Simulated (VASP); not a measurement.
# Ag2O (Pn-3m) in VASP: relaxation of cell and atoms with PBEsol

Aim: the relaxation of cell and atoms of Ag2O with PBEsol.

All numbers are computed with VASP 6.6.1; they aren't measurements. Logs are shortened: lines on timing, memory, paths and dates and some standing lists are left out, and cuts for length are marked.

## Step 1: The crystal as given

Symmetry: Pn-3m, No. 224, cubic system. The conventional cell has a = 4.718 Å, b = 4.718 Å, c = 4.718 Å, α = 90.00°, β = 90.00°, γ = 90.00°. Around Ag (site symmetry -3m) lie 2 O at 2.04 Å. O (site symmetry -43m) has 4 Ag at 2.04 Å as nearest neighbours.

## Step 2: Relaxation of cell and atoms, PBEsol

File INCAR:

```
SYSTEM = Ag2O
PREC = Accurate ; ENCUT = 600
EDIFF = 1E-6 ; ISMEAR = -1
SIGMA = 0.05 ; LREAL = .False.
LASPH = .True. ; NELM = 60
ALGO = Fast ; ISIF = 3
LWAVE = .False. ; LCHARG = .False.
GGA = PS ; IBRION = 2
NSW = 40 ; EDIFFG = 0.001
PSTRESS = 0
```

File KPOINTS:

```
Automatic mesh
0
Gamma
  5 5 5
  0 0 0
```

File POSCAR:

```
Ag2O
1.0
    4.7180000000      0.0000000000      0.0000000000
    0.0000000000      4.7180000000      0.0000000000
    0.0000000000      0.0000000000      4.7180000000
Ag O
4 2
Direct
    0.7500000000      0.2500000000      0.7500000000
    0.7500000000      0.7500000000      0.2500000000
    0.2500000000      0.7500000000      0.7500000000
    0.2500000000      0.2500000000      0.2500000000
    0.5000000000      0.5000000000      0.5000000000
    0.0000000000      0.0000000000      0.0000000000
```

Potentials or basis: VASP PAW PBE potentials, release 64 (Ag, O).

Started as:

```
$ cat potpaw_PBE.64/Ag/POTCAR potpaw_PBE.64/O/POTCAR > POTCAR
$ mpirun -np 1 vasp_std > vasp.out
```

OUTCAR:

```text
SYSTEM = Ag2O
   PREC = Accurate
   ENCUT = 600
   EDIFF = 1E-6
   ISMEAR = -1
   LREAL = .False.
   LASPH = .True.
   NELM = 60
   ISIF = 3
   GGA = PS
   IBRION = 2
   NSW = 40
   EDIFFG = 0.001
   PSTRESS = 0

 ion  position               nearest neighbor table
   1  0.750  0.250  0.750-   5 2.04   6 2.04   4 3.34   2 3.34   3 3.34   2 3.34   4 3.34   2 3.34
                             3 3.34   2 3.34   3 3.34   4 3.34   4 3.34   3 3.34
   2  0.750  0.750  0.250-   5 2.04   6 2.04   4 3.34   1 3.34   3 3.34   1 3.34   3 3.34   1 3.34
                             4 3.34   1 3.34   3 3.34   4 3.34   3 3.34   4 3.34
   3  0.250  0.750  0.750-   5 2.04   6 2.04   4 3.34   1 3.34   2 3.34   2 3.34   4 3.34   1 3.34
                             4 3.34   4 3.34   1 3.34   2 3.34   2 3.34   1 3.34
   4  0.250  0.250  0.250-   5 2.04   6 2.04   3 3.34   1 3.34   2 3.34   1 3.34   3 3.34   2 3.34
                             3 3.34   3 3.34   1 3.34   2 3.34   1 3.34   2 3.34
   5  0.500  0.500  0.500-   1 2.04   2 2.04   3 2.04   4 2.04
   6  0.000  0.000  0.000-   1 2.04   2 2.04   3 2.04   4 2.04

  LATTYP: Found a simple cubic cell.
 ALAT       =     4.7180000000

  Lattice vectors:

 A1 = (   4.7180000000,   0.0000000000,   0.0000000000)
 A2 = (   0.0000000000,   4.7180000000,   0.0000000000)
 A3 = (   0.0000000000,   0.0000000000,   4.7180000000)

Analysis of symmetry for initial positions (statically):
=====================================================================
 Subroutine PRICEL returns:
 Original cell was already a primitive cell.

 Routine SETGRP: Setting up the symmetry group for a
 simple cubic supercell.

 Subroutine GETGRP returns: Found 48 space group operations
 (whereof 24 operations were pure point group operations)
 out of a pool of 48 trial point group operations.

The static configuration has the point symmetry T_d .
 The point group associated with its full space group is O_h .

Analysis of symmetry for dynamics (positions and initial velocities):
=====================================================================
 Subroutine PRICEL returns:
 Original cell was already a primitive cell.

 Routine SETGRP: Setting up the symmetry group for a
 simple cubic supercell.

 Subroutine GETGRP returns: Found 48 space group operations
 (whereof 24 operations were pure point group operations)
 out of a pool of 48 trial point group operations.

The dynamic configuration has the point symmetry T_d .
 The point group associated with its full space group is O_h .

 Subroutine INISYM returns: Found 48 space group operations
 (whereof 24 operations are pure point group operations),
 and found     1 'primitive' translations

[... 82 lines left out ...]
   LNONCOLLINEAR =      F non collinear calculations
   LSORBIT =      F    spin-orbit coupling
   LASPH  =      T    aspherical Exc in radial PAW
   ENCUT  =  600.0 eV  44.10 Ry    6.64 a.u.   9.42  9.42  9.42*2*pi/ulx,y,z
   NELM   =     60;   NELMIN=  2; NELMDL= -5     # of ELM steps
   EDIFF  = 0.1E-05   stopping-criterion for ELM
   LREAL  =      F    real-space projection
   EDIFFG = 0.1E-02   stopping-criterion for IOM
   NSW    =     40    number of steps for IOM
   IBRION =      2    ionic relax: 0-MD 1-quasi-New 2-CG
   NFREE  =      1    steps in history (QN), initial steepest desc. (CG)
   ISIF   =      3    stress and relaxation
   ISYM   =      2    0-nonsym 1-usesym 2-fastsym
   POTIM  = 0.5000    time-step for ionic-motion
   TEBEG  =    0.0;   TEEND  =   0.0 temperature during run
   PSTRESS=    0.0 pullay stress
   NELECT =      56.0000    total number of electrons
   NUPDOWN=      -1.0000    fix difference up-down
   EMIN   =  10.00;   EMAX   =-10.00  energy-range for DOS
   EFERMI =   0.00;   METHOD = LEGACY
   ISMEAR =    -1;   SIGMA  =   0.05  broadening in eV -4-tet -1-fermi 0-gaus
   EFERMI_NEDOS =   21; number of points for ismear=-14 and -15
   IALGO  =     68    algorithm
   IMIX   =      4    mixing-type and parameters
     AMIX     =   0.40;   BMIX     =  1.00
     AMIX_MAG =   1.60;   BMIX_MAG =  1.00
  volume/ion in A,a.u.               =      17.50       118.12
  Fermi-wavevector in a.u.,A,eV,Ry     =   1.327536  2.508679 23.978245  1.762351
  Thomas-Fermi vector in A             =   2.456841
   LORBIT       =      0    0 simple, 1 ext, 2 COOP (PROOUT), +10 PAW based schemes
   GGA     = PS    functional components
   LHFCALC =     F    Hartree Fock is set to
   AEXX    =    0.0000 exact exchange contribution
   IVDW    =     0    specifies the selected vdW correction
   LEPSILON=     F    determine dielectric tensor
   LRPA    =     F    only Hartree local field effects (RPA)
 conjugate gradient relaxation of ions
 non-spin polarized calculation
 RMM-DIIS sequential band-by-band and
  energy-cutoff  :      600.00
  volume of cell :      105.02
 maximum number of plane-waves:      3524
 NGX is ok and might be reduce to    40
   NGX = 19   NGY = 19   NGZ = 19

--------------------------------------- Ionic step        1  -------------------------------------------

 number of electron      56.0000025 magnetization

 Free energy of the ion-electron system (eV)
  ---------------------------------------------------
  ext. energy  EPLUGINS =         0.00000000
  ---------------------------------------------------
  free energy    TOTEN  =       -23.96970459 eV

  energy without entropy =      -23.96706746  energy(sigma->0) =      -23.96838602

------------------------ aborting loop because EDIFF is reached ----------------------------------------

  FORCE on cell =-STRESS in cart. coord.  units (eV):
  Direction    XX          YY          ZZ          XY          YZ          ZX
  --------------------------------------------------------------------------------------
  -------------------------------------------------------------------------------------
  Total       -0.5571071     -0.5571071     -0.5571071      0.0000000      0.0000000      0.0000000
  in kB       -8.4991499     -8.4991499     -8.4991499      0.0000000      0.0000000      0.0000000
  external PRESSURE =      -8.4991499 kB  Pullay stress =       0.0000000 kB
[... 67 lines left out ...]
--------------------------------------- Ionic step        3  -------------------------------------------

 number of electron      56.0000034 magnetization

 Free energy of the ion-electron system (eV)
  ---------------------------------------------------
  ext. energy  EPLUGINS =         0.00000000
  ---------------------------------------------------
  free energy    TOTEN  =       -23.97230279 eV

  energy without entropy =      -23.96971911  energy(sigma->0) =      -23.97101095

 E-fermi :   4.7416     XC(G=0): -10.8438

 val. band max:        4.6717473335   @ k =   0.0000   0.0000   0.0000
 cond. band min:       5.1263200260   @ k =   0.2000   0.0000   0.0000
 fundamental gap:      0.4545726924
 Fermi energy:         4.7415912671

 k-point     1 :       0.0000    0.0000    0.0000
  band No.  band energies     occupation
      1     -14.3100      2.00000
      2     -13.5807      2.00000
      3      -2.3997      2.00000
      4      -2.3997      2.00000
      5      -2.3997      2.00000
      6      -0.1118      2.00000
[... 382 lines left out ...]
  FREE ENERGIE OF THE ION-ELECTRON SYSTEM (eV)
  ---------------------------------------------------
  free  energy   TOTEN  =       -23.9723027914 eV

  energy  without entropy=      -23.9697191100  energy(sigma->0) =      -23.97101095

 reached required accuracy - stopping structural energy minimisation
```

OSZICAR:

```text
N       E                     dE             d eps       ncg     rms          rms(c)
DAV:   1     0.412720778812E+03    0.41272E+03   -0.31522E+04   660   0.184E+03
DAV:   2    -0.413437702442E+01   -0.41686E+03   -0.40564E+03   741   0.385E+02
DAV:   3    -0.275477192468E+02   -0.23413E+02   -0.23198E+02   735   0.899E+01
[... 31 lines left out ...]
RMM:   4    -0.239723641685E+02    0.38375E-04   -0.56891E-04   660   0.126E-01    0.534E-02
RMM:   5    -0.239723186983E+02    0.45470E-04   -0.76128E-05   652   0.376E-02    0.323E-02
RMM:   6    -0.239723040595E+02    0.14639E-04   -0.14870E-04   643   0.497E-02    0.916E-03
RMM:   7    -0.239723028576E+02    0.12019E-05   -0.11184E-05   535   0.159E-02    0.320E-03
RMM:   8    -0.239723027914E+02    0.66192E-07   -0.12921E-06   380   0.594E-03
   3 F= -.23972303E+02 E0= -.23971011E+02  d E =-.259820E-02
```

CONTCAR:

```text
Ag2O
   1.00000000000000
     4.7030959018739606   -0.0000000000000000    0.0000000000000000
     0.0000000000000000    4.7030959018739606    0.0000000000000000
    -0.0000000000000000    0.0000000000000000    4.7030959018739606
  Ag              O
     4     2
Direct
     0.7500000000000000    0.2500000000000000    0.7500000000000000
     0.7500000000000000    0.7500000000000000    0.2500000000000000
     0.2500000000000000    0.7500000000000000    0.7500000000000000
     0.2500000000000000    0.2500000000000000    0.2500000000000000
     0.5000000000000000    0.5000000000000000    0.5000000000000000
     0.0000000000000000    0.0000000000000000    0.0000000000000000

  0.00000000E+00  0.00000000E+00  0.00000000E+00
  0.00000000E+00  0.00000000E+00  0.00000000E+00
  0.00000000E+00  0.00000000E+00  0.00000000E+00
  0.00000000E+00  0.00000000E+00  0.00000000E+00
  0.00000000E+00  0.00000000E+00  0.00000000E+00
  0.00000000E+00  0.00000000E+00  0.00000000E+00
```

It took 1.9 min on 1 thread of Intel Xeon Platinum 8488C (Sapphire Rapids), shared host; peak memory 0.26 GiB.

Results:

```yaml
Free_energy: -23.9723 eV
Relaxed_volume: 17.34 Å³/atom
Relaxed_cell: a = 4.703 Å, b = 4.703 Å, c = 4.703 Å, α = 90.00°, β = 90.00°, γ = 90.00°
Space_group_after_relaxing_to_0.05_Å: Pn-3m (No. 224)
Energy_gained_by_relaxing: 0.4 meV/atom
Ionic_steps: 3
Pressure_after_relaxing: 0.0 GPa
Band_gap_on_the_k_mesh: none (metal or under the smearing width)
```

Step by step:
```csv
step,energy change (eV),largest force (eV/Å),pressure (GPa),volume (Å³)
1,0.0000,0.0000,-0.85,105.02
2,-0.0022,0.0000,0.33,103.62
3,-0.0026,0.0000,0.01,104.03
```

Final structure:
```yaml
crystal:
  lattice:
    - [4.70310, 0.00000, 0.00000]
    - [0.00000, 4.70310, 0.00000]
    - [0.00000, 0.00000, 4.70310]
  atoms:
    - { symbol: Ag, position: [0.75000, 0.25000, 0.75000] }
    - { symbol: Ag, position: [0.75000, 0.75000, 0.25000] }
    - { symbol: Ag, position: [0.25000, 0.75000, 0.75000] }
    - { symbol: Ag, position: [0.25000, 0.25000, 0.25000] }
    - { symbol: O, position: [0.50000, 0.50000, 0.50000] }
    - { symbol: O, position: [0.00000, 0.00000, 0.00000] }
```

Levels at points of the mesh, in eV from the Fermi level:
```tsv
k point	band 26	band 27	band 28	band 29	band 30	band 31
(0.00, 0.00, 0.00)	-0.07	-0.07	-0.07	-0.07	1.80	1.80
```

Caveat: the PAW data sets were made with another functional, which shifts forces and pressure a little.

## Step 3: For comparison

An earlier run on the cell as given: functional PBEsol; potentials or basis VASP PAW PBE potentials, release 64 (Ag, O); cutoff 520 eV; k mesh 6 × 6 × 6; occupations fermi-dirac, width 0.05 eV; no spin polarisation.

* Pressure: -0.8 GPa
* Band gap on the k mesh: none (metal or under the smearing width)
